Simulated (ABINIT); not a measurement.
TaS2:

```
CELL_PARAMETERS angstrom
3.35000 0.00000 0.00000
-1.67500 2.90119 0.00000
0.00000 0.00000 5.86000
ATOMIC_POSITIONS crystal
Ta 0.00000 0.00000 0.00000
S 0.66667 0.33333 0.75000
S 0.33333 0.66667 0.25000
```

* Program: ABINIT 10.8.3 (patched build)
* Task: relaxation of cell and atoms
* Functional: PBEsol
* Potentials or basis: JTH PAW PBE v2.0
* Cutoff: 544 eV
* k mesh: 7 × 7 × 4
* Occupations: fermi-dirac, width 0.05 eV
* Spin: no spin polarisation

At the start: pressure 4.6 GPa; volume 18.98 Å³/atom.

Q: How do energy, volume and symmetry change on relaxing?

A: Over 16 steps the energy falls by 22.3 meV/atom and the volume is 18.68 Å³/atom (-1.6 %); space group P-3m1 (No. 164, to 0.05 Å).

The path:
```tsv
step	energy change (eV)	largest force (eV/Å)	pressure (GPa)	volume (Å³)
1	0.0000	0.9839	4.58	56.95
2	-0.0355	0.5662	1.61	57.75
3	-0.0515	0.1457	-1.05	58.40
4	-0.0551	0.0669	-1.31	58.34
5	-0.0626	0.0453	-1.05	57.72
6	-0.0639	0.0025	-0.42	57.38
7	-0.0642	0.0441	-0.05	57.22
8	-0.0643	0.0565	0.05	57.16
9	-0.0650	0.0902	0.35	56.87
10	-0.0658	0.0967	0.54	56.48
11	-0.0664	0.0659	0.40	56.26
12	-0.0667	0.0170	0.09	56.16
13	-0.0668	0.0007	-0.01	56.10
14	-0.0668	0.0008	-0.01	56.06
15	-0.0668	0.0013	0.00	56.02
16	-0.0668	0.0002	0.00	56.04
```

Final structure:
```
CELL_PARAMETERS angstrom
3.31858 0.00000 0.00000
-1.65929 2.87398 0.00000
0.00000 0.00000 5.87544
ATOMIC_POSITIONS crystal
Ta 0.00000 0.00000 0.00000
S 0.66667 0.33333 0.73745
S 0.33333 0.66667 0.26255
```

Caveat: the PAW data sets were made with another functional, which shifts forces and pressure a little; this functional lacks dispersion, which binds the layers, so the pressure and a relaxed spacing across them are unreliable.
